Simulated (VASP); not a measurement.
Input of a VASP 6.6.1 run:

The input INCAR:

```
ALGO = Normal
EDIFF = 1E-6
ENCUT = 520
ISIF = 2
ISMEAR = 0
LASPH = True
LCHARG = False
LMIXTAU = True
LREAL = False
LWAVE = False
METAGGA = R2SCAN
NELM = 80
PREC = Accurate
SIGMA = 0.02
```

The input KPOINTS:

```
k-points
0
Gamma
  10 10 10
```

The input POSCAR:

```
ZnS
1.0
    0.0000000000      2.7020000000      2.7020000000
    2.7020000000      0.0000000000      2.7020000000
    2.7020000000      2.7020000000      0.0000000000
Zn S
1 1
Direct
    0.7500000000      0.7500000000      0.7500000000
    0.0000000000      0.0000000000      0.0000000000
```

File KPOINTS_OPT:

```
path GXWKGLUWLK,UX
10
line-mode
reciprocal
 0.0000000000  0.0000000000  0.0000000000  G
 0.5000000000  0.0000000000  0.5000000000  X

 0.5000000000  0.0000000000  0.5000000000  X
 0.5000000000  0.2500000000  0.7500000000  W

 0.5000000000  0.2500000000  0.7500000000  W
 0.3750000000  0.3750000000  0.7500000000  K

 0.3750000000  0.3750000000  0.7500000000  K
 0.0000000000  0.0000000000  0.0000000000  G

 0.0000000000  0.0000000000  0.0000000000  G
 0.5000000000  0.5000000000  0.5000000000  L

 0.5000000000  0.5000000000  0.5000000000  L
 0.6250000000  0.2500000000  0.6250000000  U

 0.6250000000  0.2500000000  0.6250000000  U
 0.5000000000  0.2500000000  0.7500000000  W

 0.5000000000  0.2500000000  0.7500000000  W
 0.5000000000  0.5000000000  0.5000000000  L

 0.5000000000  0.5000000000  0.5000000000  L
 0.3750000000  0.3750000000  0.7500000000  K

 0.6250000000  0.2500000000  0.6250000000  U
 0.5000000000  0.0000000000  0.5000000000  X
```

Potentials or basis: VASP PAW PBE potentials, release 64 (Zn, S).

The run is started by

```bash
$ cat potpaw_PBE.64/Zn/POTCAR potpaw_PBE.64/S/POTCAR > POTCAR
$ mpirun -np 1 vasp_std > vasp.out
```

Q: What does it give for the band gap on the k mesh?

A: 2.67 eV, direct.

Q: What does it give for the pressure?

A: -0.7 GPa.

Q: Estimate the band gap along the path.

A: 2.67 eV, direct.

Levels at the corners of the path, in eV from the valence-band top:
| point | band 6 | band 7 | band 8 | band 9 | band 10 | band 11 | band 12 | band 13 |
| --- | --- | --- | --- | --- | --- | --- | --- | --- |
| Γ | -5.95 | 0.00 | 0.00 | 0.00 | 2.67 | 6.90 | 6.90 | 6.90 |
| X | -5.74 | -4.61 | -2.28 | -2.28 | 3.73 | 4.48 | 11.76 | 12.82 |
| X | -5.74 | -4.61 | -2.28 | -2.28 | 3.73 | 4.48 | 11.76 | 12.82 |
| W | -5.56 | -4.64 | -2.81 | -2.79 | 6.05 | 6.60 | 8.48 | 8.70 |
| W | -5.56 | -4.64 | -2.81 | -2.79 | 6.05 | 6.60 | 8.48 | 8.70 |
| K | -5.61 | -4.67 | -3.19 | -1.85 | 4.51 | 6.44 | 9.97 | 10.41 |
| K | -5.61 | -4.67 | -3.19 | -1.85 | 4.51 | 6.44 | 9.97 | 10.41 |
| Γ | -5.95 | 0.00 | 0.00 | 0.00 | 2.67 | 6.90 | 6.90 | 6.90 |
| Γ | -5.95 | 0.00 | 0.00 | 0.00 | 2.67 | 6.90 | 6.90 | 6.90 |
| L | -5.75 | -5.39 | -0.89 | -0.89 | 3.82 | 7.39 | 7.39 | 9.42 |
| L | -5.75 | -5.39 | -0.89 | -0.89 | 3.82 | 7.39 | 7.39 | 9.42 |
| U | -5.61 | -4.67 | -3.19 | -1.85 | 4.51 | 6.44 | 9.97 | 10.41 |
| U | -5.61 | -4.67 | -3.19 | -1.85 | 4.51 | 6.44 | 9.97 | 10.41 |
| W | -5.56 | -4.64 | -2.81 | -2.79 | 6.05 | 6.60 | 8.48 | 8.70 |
| W | -5.56 | -4.64 | -2.81 | -2.79 | 6.05 | 6.60 | 8.48 | 8.70 |
| L | -5.75 | -5.39 | -0.89 | -0.89 | 3.82 | 7.39 | 7.39 | 9.42 |
| L | -5.75 | -5.39 | -0.89 | -0.89 | 3.82 | 7.39 | 7.39 | 9.42 |
| K | -5.61 | -4.67 | -3.19 | -1.85 | 4.51 | 6.44 | 9.97 | 10.41 |
| U | -5.61 | -4.67 | -3.19 | -1.85 | 4.51 | 6.44 | 9.97 | 10.41 |
| X | -5.74 | -4.61 | -2.28 | -2.28 | 3.73 | 4.48 | 11.76 | 12.82 |

Caveat: the PAW data sets were made with another functional, which shifts forces and pressure a little.

**What was measured.**

“Electronic, vibrational, and thermodynamic properties of ZnS (zincblende and rocksalt structure)”, 2009, arxiv:0911.5022 quotes, for a bulk crystal of ZnS at 19 K: band gap 3.85 eV (direct).

Measured gap of ZnS: 3.85 eV (direct; 19 K; quoted in “Electronic, vibrational, and thermodynamic properties of ZnS (zincblende and rocksalt structure)”, 2009, arxiv:0911.5022). This calculation gives 2.67 eV (-1.18 eV). The value is that of r2SCAN, without temperature or zero-point motion.
